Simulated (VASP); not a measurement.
Here is a VASP 6.6.1 calculation.

File run.py:

```python
from ase.calculators.vasp import Vasp
from ase.dft.bandgap import bandgap
from ase.io import read

atoms = read('Be.xyz')
atoms.set_initial_magnetic_moments([-0.18, -0.15])
calc = Vasp(
    directory='calc',
    pp='PBE',
    setups='recommended',
    prec='Accurate',
    encut=520,
    ediff=1e-06,
    ismear=0,
    sigma=0.05,
    lreal=False,
    lasph=True,
    nelm=60,
    algo='Normal',
    isif=2,
    lwave=False,
    lcharg=False,
    ispin=2,
    lorbit=11,
    metagga='LAK',
    lmixtau=True,
    nelmdl=0,
    kpts=[13, 13, 8],
    gamma=True,
)
atoms.calc = calc

print('energy (eV):', atoms.get_potential_energy())
print('free energy (eV):', atoms.get_potential_energy(force_consistent=True))
print('forces (eV/A):')
print(atoms.get_forces())
print('stress (eV/A^3, Voigt):', atoms.get_stress())
print('Fermi level (eV):', calc.get_fermi_level())
print('moment (muB):', atoms.get_magnetic_moment())
print('site moments (muB):', atoms.get_magnetic_moments())
gap, top, bottom = bandgap(calc)
print('band gap (eV):', gap, 'from (spin, k, band)', top, 'to', bottom)
```

File Be.xyz:

```xyz
2
Lattice="2.2547590000 0.0003010000 -0.0287380000 -1.1271190000 1.9966660000 -0.0094820000 -0.0450710000 -0.0431930000 3.6016580000" Properties=species:S:1:pos:R:3 pbc="T T T"
Be     1.0936630834      0.6333612499      2.6789241667
Be    -0.0110940834      1.3204127501      0.8845138333
```

Potentials or basis: VASP PAW PBE potentials, release 64 (Be).

Command:

```sh
$ python run.py
```

**Question.** What does it give for the largest force?

**Answer.** 0.055 eV/Å.

**Question.** Estimate the band gap on the k mesh.

**Answer.** None (metal or under the smearing width).

Forces in eV/Å, atoms in the order of the input:
```
Be  -0.011 -0.054 -0.006
Be   0.011  0.054  0.006
```

Caveat: the PAW data sets were made with another functional, which shifts forces and pressure a little.
